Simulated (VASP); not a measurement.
Input:

```xyz
5
Lattice="4.1358 0.0000 0.0000 0.0000 4.1358 0.0000 0.0000 0.0000 4.1358" Properties=species:S:1:pos:R:3 pbc="T T T"
Ba     0.0000     0.0000     0.0000
Sn     2.0679     2.0679     2.0679
O      2.0679     0.0000     2.0679
O      0.0000     2.0679     2.0679
O      2.0679     2.0679     0.0000
```

Level of theory: PBEsol GGA, VASP's PBE PAW potentials (set 64) (plane waves; VASP 6.6.1). Numerical set-up: 520 eV cut-off, 6×6×6 Γ-centred mesh, tetrahedra with Blöchl corrections, potentials Ba_sv Sn_d O.

Unless said otherwise, spin-orbit coupling is left out, though it shifts the bands of the heavy elements here.

Question: Predict the energy per atom (σ→0), band gap (on the k-mesh) with the smallest direct gap where there is one.

Answer: 
The band gap (on the k-mesh) is 0.69 eV and the smallest direct gap (on the k-mesh) is 1.21 eV. The energy per atom (σ→0) is -6.670 eV/atom.

Only differences to runs with the same potentials and settings are physical.

The compound is BaSnO3 in the cubic perovskite structure. It was relaxed first.
